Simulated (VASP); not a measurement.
Input of a VASP 6.6.1 run:

File POSCAR:

```
SnS2                                    
1.0
    3.6672149288      0.0000000000      0.0000000000
   -1.8336074644      3.1759012895     -0.0000000000
    0.0000000000      0.0000000000      5.8130286940
  Sn              S             
     1     2
Direct
     0.0000000000000000    0.0000000000000000    0.0000000000000000
     0.3333333332999970    0.6666666667000030    0.2543667575926390
     0.6666666667000030    0.3333333332999970    0.7456332424073608
```

INCAR.step1

```
  PREC = Accurate
  ENCUT = 520
  EDIFF = 1E-5
  ISMEAR = 0
  SIGMA = 0.03
  LREAL = F
  LASPH = T
  NELM = 80
  ALGO = Normal
  LWAVE = T
  LCHARG = F
  KPAR = 4
  GGA = PE
```

INCAR.step2

```
  PREC = Accurate
  ENCUT = 520
  EDIFF = 1E-6
  ISMEAR = 0
  SIGMA = 0.03
  LREAL = F
  LASPH = T
  NELM = 80
  ALGO = Normal
  ISIF = 3
  LWAVE = F
  LCHARG = F
  GGA = PE
  LHFCALC = T
  HFSCREEN = 0.2
  PRECFOCK = Fast
  IBRION = 2
  NSW = 25
  EDIFFG = -0.01
  KPAR = 4
  ISTART = 1
```

KPOINTS

```
Automatic mesh
0
Gamma
  6 6 3
```

Potentials or basis: VASP PAW PBE potentials, release 64 (Sn_d, S).

The run is started by

```bash
$ cat potpaw_PBE.64/Sn_d/POTCAR potpaw_PBE.64/S/POTCAR > POTCAR
$ cp INCAR.step1 INCAR
$ mpirun -np 4 vasp_std > vasp.out
$ cp INCAR.step2 INCAR
$ mpirun -np 4 vasp_std > vasp.out
```

(1) Predict the relaxed cell.

(2) What does it give for the relaxed volume?

Answers

(1) a = 3.658 Å, b = 3.658 Å, c = 6.578 Å, α = 90.00°, β = 90.00°, γ = 120.00°.

(2) 25.41 Å³/atom.

Caveat: the PAW data sets were made with another functional, which shifts forces and pressure a little; this functional lacks dispersion, which binds the layers, so the pressure and a relaxed spacing across them are unreliable; the volume moved by +13 % from the deposited cell, more than functionals usually miss.
